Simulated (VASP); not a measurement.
```
CELL_PARAMETERS angstrom
      0.00000     3.09270     3.09270
      3.09270     0.00000     3.09270
      3.09270     3.09270     0.00000
ATOMIC_POSITIONS crystal
  Zn 0.00000 0.00000 0.00000
  Te 0.75000 0.75000 0.75000
```

Level of theory: PBE GGA, VASP's PBE PAW potentials (set 64) (plane waves; VASP). Settings: PREC = Normal, EDIFF = 1E-5, 400 eV cut-off, 8×8×8 Γ-centred mesh, Gaussian smearing of 0.050 eV, potentials Zn Te.

Unless said otherwise, spin-orbit coupling is left out, though it shifts the bands of the heavy elements here.

### Question
Estimate the energy per atom (σ→0), band gap (on the k-mesh) with the smallest direct gap where there is one.

### Answer

```
Property                                      Value
-----------------------------------  --------------
band gap (on the k-mesh)                    1.06 eV
smallest direct gap (on the k-mesh)         1.06 eV
energy per atom (σ→0)                -2.593 eV/atom
```

Only differences to runs with the same potentials and settings are physical.

The compound is ZnTe in the zinc blende structure. It was relaxed first.
